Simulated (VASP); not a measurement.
Runs of VASP 6.6.1 on Al. The structure is cubic, space group Fm-3m (No. 225). The conventional cell has a = 4.050 Å, b = 4.050 Å, c = 4.050 Å, α = 90.00°, β = 90.00°, γ = 90.00°. Al (site symmetry m-3m) is surrounded by 12 Al at 2.86 Å. 

| task | level | potentials or basis | cell | k mesh | cutoff (eV) | smearing | grid for exact exchange (PRECFOCK) | exchange at q = 0 | mesh quality | gap on the mesh (eV) | pressure (GPa) | relaxed volume (Å³/atom) |
| --- | --- | --- | --- | --- | --- | --- | --- | --- | --- | --- | --- | --- |
| relaxation of cell and atoms | PBEsol+D4 | VASP PAW PBE potentials, release 64 (Al) | relaxed | 11 × 11 × 11 | 600 | fermi-dirac 0.05 eV | - | - | not flagged | none | 0.0 | (a) |
| band structure | r2SCAN50 | VASP PAW PBE potentials, release 64 (Al) | as given | 6 × 6 × 6 | 520 | fermi-dirac 0.05 eV | Fast | default | coarse | none | -2.7 | - |
| band structure | PBE | VASP PAW PBE potentials, release 64 (Al_GW) | as given | 11 × 11 × 11 | 550 | fermi-dirac 0.05 eV | - | - | not flagged | - | -0.6 | - |
| single point | PBE | VASP PAW PBE potentials, release 64 (Al) | as given | 11 × 11 × 11 | 520 | gaussian 0.012 eV | - | - | not flagged | none | -0.6 | - |
| relaxation of cell and atoms | PBE | VASP PAW PBE potentials, release 64 (Al) | relaxed | 11 × 11 × 11 | 600 | fermi-dirac 0.05 eV | - | - | not flagged | none | 0.0 | 16.51 |

Alike in all rows: no spin polarisation.

**Question.** Fill in the values left out.

**Answer.** (a) 15.85.

Caveats: some runs use coarse meshes; the PAW data sets were made with another functional, which shifts forces and pressure a little (some runs); pairwise dispersion overbinds metals, which lowers pressure and volume (some runs); an unscreened hybrid on a path of extra k points without a Coulomb cutoff has errors near the mesh points, so the bands along the path aren't reliable (some runs).

A k mesh can miss the band edges.

A gap of «none» marks a metal or a gap under the smearing width.

Not every run made on this cell is shown here.
